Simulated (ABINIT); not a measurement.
Runs of ABINIT 10.8.3 (patched build) on Gd. Symmetry: P6_3/mmc, No. 194, hexagonal system. The conventional cell has a = 3.636 Å, b = 3.636 Å, c = 5.783 Å, α = 90.00°, β = 90.00°, γ = 120.00°. Gd (site symmetry -6m2) has 12 Gd at 3.57 to 3.64 Å as nearest neighbours. 

| level | potentials or basis | k mesh | gap on the mesh (eV) | pressure (GPa) | moment (μB) |
| --- | --- | --- | --- | --- | --- |
| PBEsol | JTH PAW PBE v2.0 | 3 × 3 × 2 | none | (b) | 15.53 |
| LDA | JTH PAW LDA v2.0 | 5 × 5 × 3 | none | -3.5 | 15.17 |
| PBEsol | JTH PAW PBE v2.0 | 5 × 5 × 3 | none | -1.5 | (c) |
| LDA | JTH PAW LDA v2.0 | 3 × 3 × 2 | none | (a) | 15.41 |
| PBE | JTH PAW PBE v2.0 | 3 × 3 × 2 | none | -1.0 | 15.53 |

Alike in all rows: task single point; spin collinear, ferromagnetic start; cell as given; cutoff (eV) 680; smearing fermi-dirac 0.05 eV; the mesh is coarse, so values aren't converged.

Q: Estimate the missing entries.

A: (a) -5.2; (b) -3.3; (c) 15.30.

Caveats: all runs use coarse meshes; spin-orbit coupling is left out, which moves the levels of the heavy elements; the PAW data sets were made with another functional, which shifts forces and pressure a little (some runs).

A k mesh can miss the band edges, and the runs leave out spin-orbit coupling on Gd.

A gap of «none» marks a metal or a gap under the smearing width.
